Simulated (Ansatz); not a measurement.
input.yaml (Ansatz)

```yaml
crystal:
  lattice:
    - [2.4857383056, 0.0, 0.0]
    - [-1.2428691528, 2.1527125198, 0.0]
    - [0.0, 0.0, 4.4539826345]
  atoms:
    - { symbol: Cr, position: [0.3333333333, 0.6666666667, 0.25], spin: 1.5 }
    - { symbol: Cr, position: [0.6666666667, 0.3333333333, 0.75], spin: 1.5 }
hamiltonian:
  xc: pbe
  pseudopotentials:
    kind: paw
    azcp:
      Cr: "pseudopotentials/Cr.paw.azcp"
basis:
  ecutwfc: 420
  fft_grid_basis: typed
kpoints:
  mp_grid: { grid: [7, 7, 4], shift: [0, 0, 0] }
magnetization:
  spin_polarized: true
scf:
  occupations: { method: fermi_dirac, width: 0.1 }
output:
  write_density: true
  write_potential: true
  elf: true
  volumetric_format: npy
```

Output

```
Engine: ansatz 0.2.0, aarch64-unknown-linux-gnu
Pseudopotentials: kind: paw
Pseudopotential: Cr, paw, valence charge 14, recommended cutoff 420 eV (normal) 
Functional definition: PBE
  parameter kappa = 0.804
  parameter beta = 0.06672455060314922
  exchange = pbe_x(kappa = kappa, mu = beta*pi^2/3)
  correlation = pbe_c(beta = beta)
Crystal: 2 atoms, lattice volume = 23.834 Å³
Basis set: ecut = 420 eV, 477 PW (Γ)
Bands: 20, of which v1, the nominal top of the filled ones, is band 14 counted from 1 (13 counted from 0)
Symmetry: 24 space group operations
Space group: P63/mmc (ITA 194), of the structure as read, at distance tolerance 2.9e-5 Å
Magnetic group: BNS 194.263 (UNI 1493), of the structure as read, at distance tolerance 2.9e-5 Å
k-points: 24 of 196
Non-local potential: Cr, projectors of the file, l = 0: 3, l = 1: 2, l = 2: 3, l = 3: 1
PAW form: soft (Blöchl's): semilocal exchange-correlation on the pseudo side does not see the compensation charge
PAW one-centre angular grid: Cr, 590 points (default); XC on 64 Gauss nodes
Initial density: superposition of atomic densities (chi_scale 0.1, normalization cell)
Starting moments: Σ|m| = 3 μB on 2 of 2 sites
Initial wavefunctions: pseudopotential atomic-orbital guess
Functional: x = pbe(κ = 0.804, μ = 0.2195149727645171), c = pbe(β = 0.06672455060314922)
SCF iter   1: F=—  HF=-6759.521041 eV  |F-HF|=—  |Δ(HF+E_count)|=         —  Δρ=2.08e-1 (↑2.08e-1 ↓6.29e-2)  dr2=1.02e1  dr2_m=2.32e0  M=0.460 μB ∫|m|=0.460 μB  β_m=0.30  ethr=3.10e-3  ⟨swp⟩=3.5  Hψ=3301  notcnv=0
Mixer restart at iter 1: flushing history
SCF iter   2: F=—  HF=-6756.027868 eV  |F-HF|=—  |Δ(HF+E_count)|=    3.49e0  Δρ=1.24e-1 (↑1.24e-1 ↓4.47e-2)  dr2=3.11e0  dr2_m=1.10e0  M=0.461 μB ∫|m|=0.461 μB  β_m=0.49  ethr=3.10e-3  ⟨swp⟩=2.0  Hψ=2184  notcnv=0  defer=3
SCF iter   3: F=—  HF=-6754.702213 eV  |F-HF|=—  |Δ(HF+E_count)|=    1.33e0  Δρ=2.83e-2 (↑2.83e-2 ↓2.44e-2)  dr2=6.71e-2  dr2_m=1.26e-1  M=0.294 μB ∫|m|=0.294 μB  β_m=0.70  ethr=3.10e-3  ⟨swp⟩=2.4  Hψ=1885  notcnv=0  defer=3
SCF iter   4: F=—  HF=-6754.712167 eV  |F-HF|=—  |Δ(HF+E_count)|=   9.95e-3  Δρ=5.42e-3 (↑4.44e-3 ↓5.42e-3)  dr2=1.08e-3  dr2_m=5.03e-3  M=0.071 μB ∫|m|=0.072 μB  β_m=0.85  ethr=2.40e-4  ⟨swp⟩=2.6  Hψ=2227  notcnv=0
SCF iter   5: F=—  HF=-6754.714676 eV  |F-HF|=—  |Δ(HF+E_count)|=   2.51e-3  Δρ=9.06e-4 (↑4.86e-4 ↓9.06e-4)  dr2=6.58e-5  dr2_m=8.37e-5  M=0.006 μB ∫|m|=0.008 μB  β_m=0.83  ethr=3.86e-6  ⟨swp⟩=2.0  Hψ=1627  notcnv=0
SCF iter   6: F=—  HF=-6754.714668 eV  |F-HF|=—  |Δ(HF+E_count)|=   7.18e-6  Δρ=6.79e-4 (↑6.79e-4 ↓4.78e-4)  dr2=2.17e-4  dr2_m=3.70e-6  M=0.001 μB ∫|m|=0.002 μB  β_m=0.85  ethr=2.35e-7  ⟨swp⟩=2.0  Hψ=1707  notcnv=0
SCF iter   7: F=—  HF=-6754.714644 eV  |F-HF|=—  |Δ(HF+E_count)|=   2.46e-5  Δρ=1.73e-4 (↑1.37e-4 ↓1.73e-4)  dr2=3.77e-7  dr2_m=5.16e-6  M=0.002 μB ∫|m|=0.002 μB  β_m=0.92  ethr=2.35e-7  ⟨swp⟩=2.0  Hψ=1590  notcnv=0
SCF iter   8: F=—  HF=-6754.714644 eV  |F-HF|=—  |Δ(HF+E_count)|=   1.76e-7  Δρ=1.67e-5 (↑1.67e-5 ↓5.89e-6)  dr2=5.40e-8  dr2_m=1.55e-8  M=0.000 μB ∫|m|=0.000 μB  β_m=0.92  ethr=1.34e-9  ⟨swp⟩=2.1  Hψ=1692  notcnv=0
SCF iter   9: F=—  HF=-6754.714644 eV  |F-HF|=—  |Δ(HF+E_count)|=   2.25e-8  Δρ=4.04e-6 (↑3.59e-6 ↓4.04e-6)  dr2=5.94e-9  dr2_m=1.30e-9  M=-0.000 μB ∫|m|=0.000 μB  β_m=0.96  ethr=1.93e-10  ⟨swp⟩=2.4  Hψ=1438  notcnv=0
SCF iter  10: F=—  HF=-6754.714644 eV  |F-HF|=—  |Δ(HF+E_count)|=   1.99e-9  Δρ=8.18e-7 (↑8.18e-7 ↓5.02e-7)  dr2=1.05e-10  dr2_m=6.61e-11  M=-0.000 μB ∫|m|=0.000 μB  β_m=0.90  ethr=2.12e-11  ⟨swp⟩=2.7  Hψ=1665  notcnv=0
SCF iter  11: F=-6754.714644 eV  HF=-6754.714644 eV  |F-HF|=1.09e-11  |Δ(HF+E_count)|=    0.00e0  Δρ=2.04e-7 (↑2.04e-7 ↓1.85e-7)  dr2=1.87e-11  dr2_m=1.86e-12  M=-0.000 μB ∫|m|=0.000 μB  ethr=1.00e-12  ⟨swp⟩=1.0  Hψ=2584  notcnv=0
SCF 1 converged in 11 iterations: F = -6754.714644 eV  dr2 = 1.87e-11
WARN: the starting moments were not kept: the SCF closed with an absolute magnetisation of 2.3e-6 μB, where they sum to 3 μB in size (2 sites). That is at most 0.1 of that sum. Measured as dr2_m measures the in/out step, that magnetisation stands 1.6e-12 eV from none, at or under the dr2_threshold of 1.0e-7 eV: it is no larger than a step whose dr2_m would equal this threshold. The system may hold no moment; this SCF shows only that its start led to no more than that. To try another start: raise the starting moments (crystal.atoms[].spin, magnetization.per_species, magnetization.initial_magnetization, or on a non-collinear deck that types none of these the spinor_matrix: blocks that start its atoms; where the total moment is fixed, keep their sum and leave initial_magnetization as it is; typed ones take the place of any that the run laid by itself, positive ones on a crystal's lanthanoids without a Hubbard term where scf.initial_density.shell_occupations: [] is typed) or, if the notice of its spin-set hold's release reads "site moments contracting" or "site moments show no strong build", lengthen the hold (scf.mixing.spin_hold: { on: { confirm: 4 } }; for m-r²SCAN on two components see the key's manual first). Each may lead to a state that holds a moment. A second SCF, from the converged charge density, with the starting moments and any scf.initial_density.shell_occupations laid on it anew, would have followed, and was not run: the deck does not ask for one (magnetization.retry_lost_moments is false, the default). To let it run, set magnetization.retry_lost_moments: true and run the deck again, where that key's refused combinations let it; where memory then withholds it, that run's warning says so.
SCF converged after 11 iterations
Magnetization: -0.0000 μB (14.0000 up, 14.0000 down)
Absolute magnetization: 0.0000 μB (∫|ρ↑−ρ↓|, with the PAW one-centre terms)
Spin contamination: 0.0000 ħ² per cell (⟨S²⟩ above its minimum at these occupations)
Per-site moments (μB) at R_I (Å): [(-5.685050376834061e-7, 1.025367051057693), (-5.685050376262514e-7, 1.025367051057693)]
Free energy (F): -6754.714644 eV
Harris-Foulkes:  -6754.714644 eV  (|F-HF|=1.09e-11)
Internal energy: -6754.605812 eV  (E = F + TS)
E sigma→0 (E₀):  -6754.660228 eV
Entropy (-TS):   -0.108832 eV (-54.416 meV/atom)
Fermi energy:    18.562441 eV
--- Per-component energies (eV) ---
  E_band       = -303.754934
  E_kinetic    = 686.735399
  E_local      = -2418.610673  (includes V_loc(G=0)·N_el)
  E_nonlocal   = 158.156069
  E_hartree    = 1053.238290
  E_xc         = -279.864703
  E_vxc        = -357.056930  (∫ρ·V_xc dr)
  E_paw        = -2390.207573  (= ΣΔE_a)
  E_vpaw       = -479.455877  (= ΣTr[D̂ρ^β])
  E_aug_tail   = 0.000750  (compensation charges beyond the density's cutoff)
  E_ewald      = -3564.053372
  E_smearing   = -0.108832  (= −TS)
  E_closure    = 0.000000  (closes the sum)
  Σ components = -6754.714644   (vs F -6754.714644, Δ=0.00e0)
--- Band table (eV; the first three rows and the last of 48) ---
  k-point 0 ↑: bands = ["-52.9872", "-52.8692", "-24.6226", "-23.9561", "-23.8075", "-23.8075", "-23.7443", "-23.7443", "10.9809", "14.5038", "17.3623", "18.2250", "18.2250", "18.2906", "18.5539", "18.5539", "19.6699", "19.6699", "20.7817", "20.7817"]
  k-point 1 ↑: bands = ["-52.9700", "-52.8866", "-24.5273", "-24.0562", "-23.7982", "-23.7982", "-23.7536", "-23.7536", "11.5236", "14.1973", "17.2008", "17.4482", "18.1940", "18.1940", "18.4398", "18.4398", "19.9219", "19.9219", "20.6979", "20.6979"]
  k-point 2 ↑: bands = ["-52.9285", "-52.9285", "-24.2942", "-24.2942", "-23.7759", "-23.7759", "-23.7759", "-23.7759", "12.9169", "12.9169", "16.9651", "16.9651", "18.2518", "18.2518", "18.2518", "18.2518", "20.3864", "20.3864", "20.3864", "20.3864"]
  k-point 23 ↓: bands = ["-52.7513", "-52.7513", "-24.5072", "-24.5072", "-24.2722", "-24.2722", "-24.0496", "-24.0496", "15.7928", "15.7928", "16.7857", "16.7857", "17.4332", "17.4332", "18.9829", "18.9829", "20.8750", "20.8750", "25.2856", "25.2856"]
```

Command:

```sh
ansatz run input.yaml --threads 4 --pin off --max-ram 8192MiB --backend cpu --events-out ev --progress --plain --runs-dir out
```

On 4 threads of Arm Neoverse V1 (shared host) this took about 1.1 s of wall time and 3.1 s of CPU time, with 0.28 GiB at the peak.
